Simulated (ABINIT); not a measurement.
# Te2Mo in ABINIT: further runs

Aim: see how the results for Te2Mo move with the level of theory and the settings. Levels: LDA, PBEsol, r2SCAN. Tasks: band structure.

Everything below comes from runs of ABINIT 10.8.3 (patched build). Logs are shortened: lines on timing, memory, paths and dates and some standing lists are left out, and cuts for length are marked. The log counts tension as positive stress, the text compression.

**1. Starting point**

The cell holds a slab with vacuum, 3 atoms: a = 3.560 Å, b = 3.560 Å, c = 17.524 Å, α = 90.00°, β = 90.00°, γ = 120.00°.

**2. Band structure, LDA**

File run.abi:

```
# Datasets: ground state, then fixed potential
ndtset 2

# Pseudopotentials
pp_dirpath "./"
pseudos "Te.LDA_PW-JTH.xml, Mo.LDA_PW-JTH.xml"

# Structure
acell 3*1.0
rprim
     6.7278649584     0.0000000000     0.0000000000
    -3.3639324792     5.8265019672     0.0000000000
     0.0000000000     0.0000000000    33.1156698719
ntypat 2
znucl 52 42
natom 3
typat 1 1 2
xcart
    -0.0000000002     2.0555013736     1.7899870002
    -0.0000000002     2.0555013736    15.7340708198
     0.0000000000     0.0000000000     0.0000000000 Angstrom

# Plane-wave basis
ecut 15.0
pawecutdg 30.0

# Exchange and correlation
ixc 7

# Bands and occupations
occopt 3
tsmear 0.05 eV

# SCF cycle
nstep 100

# Output
iomode 3
prtwf 0
prteig 0
prtebands 0
enunit 1
prtden1 1

# Dataset 1
kptopt1 1
ngkpt1 9 9 2
nshiftk1 1
shiftk1 0.0 0.0 0.0
nband1 17
tolvrs1 1.0e-9

# Dataset 2: bands along G-M-K-G-A-L-H-A
iscf2 -2
getden2 1
nband2 23
nbdbuf2 4
tolwfr2 1.0e-11
kptopt2 -7
ndivsm2 5
prteig2 1
prtvol2 -3
kptbounds2
     0.0000000000     0.0000000000     0.0000000000
     0.5000000000     0.0000000000     0.0000000000
     0.3333333333     0.3333333333     0.0000000000
     0.0000000000     0.0000000000     0.0000000000
     0.0000000000     0.0000000000     0.5000000000
     0.5000000000     0.0000000000     0.5000000000
     0.3333333333     0.3333333333     0.5000000000
     0.0000000000     0.0000000000     0.5000000000
```

Potentials or basis: JTH PAW LDA v2.0.

Started as:

```console
> abinit run.abi > log 2>&1
```

run.abo:

```text
.Version 10.8.3 of ABINIT
 DATASET    1 : space group P-6 m 2 (#187); Bravais hP (primitive hexag.)
================================================================================
 Values of the parameters that define the memory need for DATASET  1.
     intxc =       0    ionmov =       0      iscf =      17    lmnmax =      18
     lnmax =       6     mgfft =     120  mpssoang =       3    mqgrid =    8166
     natom =       3  nloc_mem =       2    nspden =       1   nspinor =       1
    nsppol =       1      nsym =      12    n1xccc =       1    ntypat =       2
    occopt =       3   xclevel =       1
       mpw =        3624          nfft =       69120          nkpt =          24
 PAW method is used; the additional fine FFT grid is defined by:
   mgfftf=       180    nfftf =    233280
================================================================================
================================================================================

 DATASET    2 : space group P-6 m 2 (#187); Bravais hP (primitive hexag.)
================================================================================
 Values of the parameters that define the memory need for DATASET  2.
     intxc =       0    ionmov =       0      iscf =      -2    lmnmax =      18
     lnmax =       6     mgfft =     120  mpssoang =       3    mqgrid =    8166
     natom =       3  nloc_mem =       2    nspden =       1   nspinor =       1
    nsppol =       1      nsym =      12    n1xccc =       1    ntypat =       2
    occopt =       3   xclevel =       1
       mpw =        3630          nfft =       69120          nkpt =         160
 PAW method is used; the additional fine FFT grid is defined by:
   mgfftf=       180    nfftf =    233280
================================================================================
================================================================================

--------------------------------------------------------------------------------
------------- Echo of variables that govern the present computation ------------
--------------------------------------------------------------------------------
 -outvars: echo values of preprocessed input variables --------
            acell      1.0000000000E+00  1.0000000000E+00  1.0000000000E+00 Bohr
              amu      1.27600000E+02  9.59400000E+01
             ecut      1.50000000E+01 Hartree
           enunit           1
           getden1          0
           getden2          1
             iscf1         17
             iscf2         -2
              ixc           7
           jdtset        1    2
           kptopt1          1
           kptopt2         -7
         kptrlatt        9    0    0      0    9    0      0    0    2
[... 1626 lines left out ...]

 Mean square residual over all n,k,spin=   56.932E-13; max=  99.972E-13
 reduced coordinates (array xred) for    3 atoms
       0.333333333333      0.666666666667      0.102144549730
       0.333333333333      0.666666666667      0.897855450270
       0.000000000000      0.000000000000      0.000000000000

 cartesian coordinates (angstrom) at end:
    1     -0.00000000000000     2.05550137215468     1.78998699425401
    2     -0.00000000000000     2.05550137215468    15.73407081385401
    3      0.00000000000000     0.00000000000000     0.00000000000000
 length scales=  1.000000000000  1.000000000000  1.000000000000 bohr
              =  0.529177210544  0.529177210544  0.529177210544 angstroms
 Eigenvalues (   eV  ) for nkpt= 160  k points:
 kpt#   1, nband= 23, wtk=  1.00000, kpt=  0.0000  0.0000  0.0000 (reduced coord)
 -65.15678  -39.34989  -39.24373  -39.24373  -17.22627  -16.25724   -9.53242   -6.29734
  -6.29734   -6.24431   -5.49900   -5.49900   -4.96076   -1.56628   -1.56628   -1.29508
  -1.29508   -0.27107    0.26478    1.00921    1.76434    3.07025    3.51017
 kpt#   2, nband= 23, wtk=  1.00000, kpt=  0.0179  0.0000  0.0000 (reduced coord)
 -65.15675  -39.34982  -39.24410  -39.24382  -17.22199  -16.25431   -9.52762   -6.30757
  -6.29376   -6.25598   -5.50525   -5.49135   -4.96114   -1.58781   -1.56172   -1.32793
  -1.30486   -0.25827    0.27030    1.02247    1.78033    3.07525    3.54167
 kpt#   3, nband= 23, wtk=  1.00000, kpt=  0.0357  0.0000  0.0000 (reduced coord)
 -65.15668  -39.34960  -39.24520  -39.24408  -17.20916  -16.24552   -9.51326   -6.33807
  -6.28934   -6.28304   -5.52380   -5.47040   -4.96239   -1.64971   -1.54827   -1.41949
  -1.33381   -0.22425    0.28672    1.05950    1.82841    3.09003    3.63249
 kpt#   4, nband= 23, wtk=  1.00000, kpt=  0.0536  0.0000  0.0000 (reduced coord)
 -65.15655  -39.34923  -39.24702  -39.24451  -17.18785  -16.23093   -9.48947   -6.38822
  -6.34057   -6.26527   -5.55405   -5.44108   -4.96491   -1.74451   -1.55434   -1.52655
  -1.38069   -0.17739    0.31373    1.11347    1.90841    3.11420    3.77845
 kpt#   5, nband= 23, wtk=  1.00000, kpt=  0.0714  0.0000  0.0000 (reduced coord)
[... 609 lines left out ...]
  -6.33685   -6.26671   -5.55420   -5.44077   -4.96471   -1.73830   -1.54327   -1.52795
  -1.37934   -0.07628    0.09110    1.54201    1.65619    2.76298    3.76338
 kpt# 158, nband= 23, wtk=  1.00000, kpt=  0.0202  0.0202  0.5000 (reduced coord)
 -65.15668  -39.34961  -39.24514  -39.24407  -17.20985  -16.24599   -9.51402   -6.33640
  -6.28760   -6.28364   -5.52328   -5.47099   -4.96233   -1.64655   -1.54895   -1.41423
  -1.33269   -0.12639    0.06546    1.51759    1.55855    2.74175    3.62696
 kpt# 159, nband= 23, wtk=  1.00000, kpt=  0.0101  0.0101  0.5000 (reduced coord)
 -65.15675  -39.34982  -39.24409  -39.24382  -17.22216  -16.25442   -9.52781   -6.30715
  -6.29390   -6.25552   -5.50502   -5.49161   -4.96113   -1.58696   -1.56189   -1.32654
  -1.30450   -0.16258    0.04992    1.49626    1.50284    2.72928    3.53980
 kpt# 160, nband= 23, wtk=  1.00000, kpt=  0.0000  0.0000  0.5000 (reduced coord)
 -65.15678  -39.34989  -39.24373  -39.24373  -17.22627  -16.25724   -9.53242   -6.29733
  -6.29733   -6.24431   -5.49898   -5.49898   -4.96077   -1.56627   -1.56627   -1.29507
  -1.29507   -0.17610    0.04471    1.47483    1.49790    2.72518    3.50968

== END DATASET(S) ==============================================================
================================================================================

 -outvars: echo values of variables after computation  --------
            acell      1.0000000000E+00  1.0000000000E+00  1.0000000000E+00 Bohr
           etotal1    -8.5935438652E+01
            fcart1    -1.3340761345E-29  5.3916045076E-29 -5.9654828660E-03
                       2.6681522690E-29 -1.5404584308E-29  5.9654828660E-03
                      -1.3340761345E-29 -3.8511460769E-29 -2.8912057933E-19
            rprim      6.7278649584E+00  0.0000000000E+00  0.0000000000E+00
                      -3.3639324792E+00  5.8265019672E+00  0.0000000000E+00
                       0.0000000000E+00  0.0000000000E+00  3.3115669872E+01
           strten1     6.0088121950E-05  6.0088121957E-05  3.1205322038E-05
                       0.0000000000E+00  0.0000000000E+00  0.0000000000E+00
           xangst     -1.0684223650E-16  2.0555013722E+00  1.7899869943E+00
                      -1.0684223650E-16  2.0555013722E+00  1.5734070814E+01
                       0.0000000000E+00  0.0000000000E+00  0.0000000000E+00
             xred      3.3333333333E-01  6.6666666667E-01  1.0214454973E-01
                       3.3333333333E-01  6.6666666667E-01  8.9785545027E-01
                       0.0000000000E+00  0.0000000000E+00  0.0000000000E+00
 Calculation completed.
```

Wall time 4.4 min (1 thread of Arm Neoverse V2, shared host); peak memory 0.33 GiB.

What came out:

| Property | Result |
| --- | --- |
| Free energy | -2338.4224 eV |
| Largest force | 0.307 eV/Å |
| Band gap on the k mesh | 1.04 eV, direct |
| Band gap along the path | 1.04 eV, direct |
| Valence electrons inside the program's atomic spheres | Te 3.20; Mo 11.26 |

Forces on the atoms (eV/Å):
```
Te   0.000  0.000 -0.307
Te   0.000  0.000  0.307
Mo   0.000  0.000  0.000
```

Levels at the corners of the path, in eV from the valence-band top:
| point | band 9 | band 10 | band 11 | band 12 | band 13 | band 14 | band 15 | band 16 | band 17 | band 18 |
| --- | --- | --- | --- | --- | --- | --- | --- | --- | --- | --- |
| Γ | -1.71 | -1.66 | -0.91 | -0.91 | -0.38 | 3.02 | 3.02 | 3.29 | 3.29 | 4.31 |
| M | -3.32 | -2.32 | -1.57 | -0.70 | -0.37 | 1.39 | 1.71 | 3.26 | 3.68 | 3.94 |
| K | -3.78 | -2.92 | -2.90 | -1.67 | 0.00 | 1.04 | 1.92 | 2.51 | 4.02 | 5.13 |
| Γ | -1.71 | -1.66 | -0.91 | -0.91 | -0.38 | 3.02 | 3.02 | 3.29 | 3.29 | 4.31 |
| A | -1.71 | -1.66 | -0.91 | -0.91 | -0.38 | 3.02 | 3.02 | 3.29 | 3.29 | 4.41 |
| L | -3.32 | -2.32 | -1.57 | -0.70 | -0.37 | 1.39 | 1.71 | 3.26 | 3.68 | 3.94 |
| H | -3.78 | -2.92 | -2.90 | -1.67 | 0.00 | 1.04 | 1.92 | 2.51 | 4.02 | 5.13 |
| A | -1.71 | -1.66 | -0.91 | -0.91 | -0.38 | 3.02 | 3.02 | 3.29 | 3.29 | 4.41 |

Caveat: spin-orbit coupling is left out, which moves the levels of the heavy elements.

**3. Band structure, PBEsol**

Changes to run.abi since step 2:

```diff
@@ -5,3 +5,3 @@
 pp_dirpath "./"
-pseudos "Te.LDA_PW-JTH.xml, Mo.LDA_PW-JTH.xml"
+pseudos "Te.GGA_PBE-JTH.xml, Mo.GGA_PBE-JTH.xml"
 
@@ -25,5 +25,6 @@
 pawecutdg 30.0
+pawxcdev 0
 
 # Exchange and correlation
-ixc 7
+ixc -116133
```

Potentials or basis: JTH PAW PBE v2.0.

Started as:

```console
> abinit run.abi > log 2>&1
```

Run time: 4.9 min. Hardware: 1 thread of Arm Neoverse V2, shared host; peak memory 0.36 GiB.

The run converged. Its results:

* Free energy: -2327.6807 eV
* Largest force: 0.036 eV/Å
* Band gap on the k mesh: 1.05 eV, direct
* Band gap along the path: 1.05 eV, direct
* Valence electrons inside the program's atomic spheres: Te 3.18; Mo 11.25

Forces in eV/Å, atoms in the order of the input:
```
Te   0.000  0.000 -0.036
Te   0.000  0.000  0.036
Mo   0.000  0.000  0.000
```

Levels at the corners of the path, in eV from the valence-band top:
| point | band 11 | band 12 | band 13 | band 14 | band 15 | band 16 |
| --- | --- | --- | --- | --- | --- | --- |
| Γ | -0.92 | -0.92 | -0.39 | 3.04 | 3.04 | 3.32 |
| M | -1.58 | -0.73 | -0.38 | 1.40 | 1.71 | 3.28 |
| K | -2.93 | -1.69 | 0.00 | 1.05 | 1.91 | 2.51 |
| Γ | -0.92 | -0.92 | -0.39 | 3.04 | 3.04 | 3.32 |
| A | -0.92 | -0.92 | -0.39 | 3.04 | 3.04 | 3.32 |
| L | -1.58 | -0.73 | -0.38 | 1.40 | 1.71 | 3.28 |
| H | -2.93 | -1.69 | 0.00 | 1.05 | 1.91 | 2.51 |
| A | -0.92 | -0.92 | -0.39 | 3.04 | 3.04 | 3.32 |

Caveat: the PAW data sets were made with another functional, which shifts forces and pressure a little; spin-orbit coupling is left out, which moves the levels of the heavy elements. Expect the measured gap to be larger: semilocal functionals such as PBEsol lack the derivative discontinuity.

**4. Band structure, r2SCAN**

Changes to run.abi since step 3:

```diff
@@ -23,8 +23,9 @@
 # Plane-wave basis
-ecut 15.0
-pawecutdg 30.0
-pawxcdev 0
+ecut 18.0
+pawecutdg 36.0
 
 # Exchange and correlation
-ixc -116133
+ixc -497498
+usekden 1
+pawxcdev 0
 
@@ -44,2 +45,3 @@
 prtden1 1
+prtkden1 1
 
@@ -51,3 +53,3 @@
 nband1 17
-tolvrs1 1.0e-9
+tolvrs1 1.0e-7
 
@@ -56,2 +58,3 @@
 getden2 1
+getkden2 1
 nband2 23
```

Started as:

```console
> abinit run.abi > log 2>&1
```

Wall time 21 min (1 thread of Arm Neoverse V2, shared host); peak memory 0.48 GiB.

The run converged. Its results:

| Quantity | Value |
| --- | --- |
| Free energy | -699.7077 eV |
| Largest force | 0.127 eV/Å |
| Band gap on the k mesh | 1.12 eV, direct |
| Band gap along the path | 1.12 eV, direct |
| Valence electrons inside the program's atomic spheres | Te 3.17; Mo 11.25 |

Forces on the atoms (eV/Å):
```
Te   0.000  0.000  0.127
Te   0.000  0.000 -0.127
Mo   0.000  0.000  0.000
```

Levels at the corners of the path, in eV from the valence-band top:
| point | band 11 | band 12 | band 13 | band 14 | band 15 | band 16 |
| --- | --- | --- | --- | --- | --- | --- |
| Γ | -1.03 | -1.03 | -0.41 | 3.13 | 3.13 | 3.43 |
| M | -1.74 | -0.78 | -0.50 | 1.46 | 1.82 | 3.50 |
| K | -3.12 | -1.86 | 0.00 | 1.12 | 2.03 | 2.62 |
| Γ | -1.03 | -1.03 | -0.41 | 3.13 | 3.13 | 3.43 |
| A | -1.03 | -1.03 | -0.41 | 3.13 | 3.13 | 3.43 |
| L | -1.74 | -0.78 | -0.50 | 1.46 | 1.82 | 3.50 |
| H | -3.12 | -1.86 | 0.00 | 1.12 | 2.03 | 2.62 |
| A | -1.03 | -1.03 | -0.41 | 3.13 | 3.13 | 3.43 |

Caveat: meta-GGAs are numerically delicate in the vacuum of a slab; totals of a meta-GGA on PAW files have another zero than those of a GGA; the PAW data sets were made with another functional, which shifts forces and pressure a little; spin-orbit coupling is left out, which moves the levels of the heavy elements. r2SCAN opens gaps a little over a GGA but as a rule still falls short of measured ones.

**5. The runs side by side**

```csv
level,potentials or basis,cutoff (eV),fine-grid cutoff,gap on the mesh (eV),largest force (eV/Å)
LDA,JTH PAW LDA v2.0,408,816.342 eV,1.04,0.31
PBEsol,JTH PAW PBE v2.0,408,816.342 eV,1.05,0.04
r2SCAN,JTH PAW PBE v2.0,490,979.61 eV,1.12,0.13
```

Alike in all rows: task band structure; no spin polarisation; cell as given; k mesh 9 × 9 × 2; smearing fermi-dirac 0.05 eV.

Caveats: spin-orbit coupling is left out, which moves the levels of the heavy elements; the PAW data sets were made with another functional, which shifts forces and pressure a little (some runs); meta-GGAs are numerically delicate in the vacuum of a slab (some runs); totals of a meta-GGA on PAW files have another zero than those of a GGA (some runs).

Total energies depend on the potentials used, so only differences within one code and one set of settings carry meaning.
